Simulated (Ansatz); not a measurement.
Take a crystal in which Hg has been replaced by Zn on all its sites, with the cell rescaled by a rough guess (in some cases also distorted within its space group) and nothing relaxed:

```cif
data_structure
_symmetry_space_group_name_H-M 'P 1'
_symmetry_Int_Tables_number 1
_cell_length_a 2.7241
_cell_length_b 2.7241
_cell_length_c 2.7241
_cell_angle_alpha 73.339
_cell_angle_beta 73.339
_cell_angle_gamma 73.339
_cell_volume 18.09
loop_
_atom_site_label
_atom_site_type_symbol
_atom_site_fract_x
_atom_site_fract_y
_atom_site_fract_z
_atom_site_occupancy
Zn1 Zn 0.00000 0.00000 0.00000 1
```

Computed with DFT PBE, scalar-relativistic, plane waves, PAW (Ansatz 0.2.0).

Cutoff 420 eV; k points 18×18×18 on the computed 1-atom cell (Γ-centred); Gaussian smearing, width 0.10 eV; no spin polarisation.

(1) What pressure does the cell carry?

(2) Is it a metal on this mesh?

## Answers

(1) The pressure is -4.3 GPa (positive in compression), so the cell would contract.

(2) Yes, a band crosses the Fermi level.

This form isn't the element's structure at ambient conditions.